Q: The table shows one ruthenium crystal relaxed with five density functionals. Can I read the volume change column as a ranking of the functionals?

GPAW 26.7.0, plane-wave PAW DFT without spin polarisation, spin-orbit coupling or dispersion correction, for hexagonal Ru (P6_3/mmc, 2 atoms per cell), with an 11×11×6 k mesh and Fermi-Dirac smearing of 0.05 eV. The cell was relaxed at a target pressure of 1 GPa for revPBE and zero for the others; volume changes are relative to the common starting cell.

```
functional                                           potentials  wave cutoff  volume change (%)  relaxed length a (Å)  relaxed length c (Å)
       PBE  GPAW PAW data sets (gpaw data 1.2.1), other valence       510 eV              3.760                 2.739                 4.336
    PBEsol  PAW data sets made by gpaw setup for the functional       600 eV             -2.130                 2.687                 4.250
    revPBE                 GPAW PAW data sets (gpaw data 1.2.1)       600 eV              2.010                 2.724                 4.310
      RPBE                 GPAW PAW data sets (gpaw data 1.2.1)       600 eV              2.800                 2.731                 4.321
      BLYP  PAW data sets made by gpaw setup for the functional       600 eV              5.710                 2.759                 4.353
```

A: Not as it stands, and three of the rows tell you so. PBE, revPBE and RPBE share the same correlation formula and differ only in exchange, so theory can say in advance which of them should give the smallest cell. It should be PBE. Yet PBE expands the cell by 3.8 %, against 2.0 % for revPBE and 2.8 % for RPBE.

Q: How can the formulas tell me that before any calculation?

A: These functionals take the exchange energy of a uniform electron gas and multiply it, point by point, by an enhancement factor F(s). The reduced gradient s measures how sharply the electron density varies relative to its own local length scale. PBE, PBEsol and revPBE all use

F(s) = 1 + κ − κ/(1 + μs²/κ)

with the slope

dF/ds = 2μs/(1 + μs²/κ)²

Here μ sets how fast F starts to grow and κ sets its ceiling. revPBE keeps the μ of PBE but has a larger κ, which makes the denominator smaller and the slope steeper at every s above zero. RPBE approaches the ceiling of PBE by a different formula, and it too rises more than PBE between s = 0.5 and s = 1.5, a range typical of the regions where atoms bond.

Q: And why does a steeper F give a larger cell?

A: Exchange energy is negative, so a larger F lowers the energy. When the crystal expands, the density between the atoms thins out and s grows there. A steep F rewards this growth more than a flat one, and the energy minimum moves to a larger volume. PBEsol shows the other direction: its μ is smaller, its F is flatter, and its cell shrinks by 2.1 %.

Q: Then what is different about the PBE row?

A: The potentials column marks it with "other valence". In that calculation each ruthenium atom has 8 valence electrons, while in the other four rows it has 16. The eight electrons of the 4s and 4p shells are frozen into the core for PBE and free to respond everywhere else. The row therefore changes the functional and the description of the atom at the same time. The lower cutoff printed for PBE belongs to a later vibration step; its cell was relaxed at 600 eV like the others.

Q: Why should frozen shells make the crystal swell?

A: The 4s and 4p shells occupy much the same region of space as the 4d electrons that form the bonds. If the atoms are pushed together, these shells would adjust and lower the energy, but frozen shells cannot. The lost energy should grow as the atoms approach, so it acts like an extra repulsion and shifts the minimum outwards. This argument gives a direction, not a size, and the table does not test it. A PBE run with 16 electrons would show how much of the swelling comes from the data set, though the two sets may differ in more than the frozen shells.

Q: Can I at least estimate how far off the PBE row is?

A: Yes, but revPBE needs a correction first. Its cell was relaxed under a pressure of about 1 GPa, while the others ended close to zero. With a bulk modulus of roughly 300 GPa, a recalled value, that pressure squeezes the volume by 1/300, or 0.3 %. Without it revPBE would stand near 2.3 %, closer to RPBE but still below it, and still well below PBE.

Now suppose that the volume change follows the rise of F between s = 0.5 and s = 1.5 along a straight line. I draw the line through two rows, PBEsol (rise 0.177, volume −2.1 %) and RPBE (rise 0.316, volume +2.8 %). PBE, with a rise of 0.255, had no part in drawing it and should lie at

−2.1 % + 4.9 % × (0.255 − 0.177)/(0.316 − 0.177) ≈ 0.6 %

The calculation gave 3.8 %, about three percentage points of volume more. If F at s = 1 is used in place of the rise, the excess is about two points.

Q: How much trust does such a line deserve?

A: Enough for the order of magnitude. It places revPBE correctly at 2.3 %, but that is a mild test, because revPBE lies so close to RPBE, which fixes one end. The other end is less clean, since PBEsol also alters the correlation part, and the line charges that change to exchange. The order of PBE and revPBE is on firmer ground, as it needs only the two slopes.

Q: BLYP expands the cell most of all, by 5.7 %. Is its exchange the steepest?

A: Not over the range used here, and this failure is of another kind. The Becke exchange in BLYP rises by 0.263 over the same range, less than revPBE and only slightly more than PBE. The line would put BLYP near 1 %, almost five points below what was calculated. This row has the full 16 valence electrons and almost no residual pressure, so neither of the earlier irregularities applies to it. Its potential was generated separately, as was that of PBEsol, and the table does not test whether that matters.

The other suspect in the functional itself is the correlation part, LYP. It was built from the correlation of the helium atom and does not reproduce that of a uniform electron gas. It gives such a gas too little correlation energy, and the shortfall grows as the gas becomes denser. The 4d electrons of ruthenium are not a uniform gas, but as far as the electrons of a metal resemble one, compression gains less correlation energy than it should, which favours a larger volume. That BLYP makes transition metals too large is well known. By the measures used here, exchange steepness does not account for its large cell; that LYP does is the standard explanation, which this table cannot isolate.

Q: I need a lattice constant to judge the strain in a ruthenium film. What should I do with such a list?

A: Before you compare two functionals, compare the valence electrons per atom and the final pressure. An excess of two or three per cent in volume is roughly 0.7 to 1 per cent in each edge, which is as large as many film strains. Remember too that the volume change counts from the starting cell, so a small value means closeness to that cell and is not by itself a measure of accuracy.

Q: And if all five rows had been run with 16 electrons and at zero pressure?

A: Then I would look for PBE between PBEsol and revPBE, which is where it usually falls for metals. For a further functional with the same correlation, you can make the guess yourself: plot its F(s), and the steeper curve should belong to the larger cell. Once the correlation changes as well, as in BLYP, that plot is no longer a safe guide.
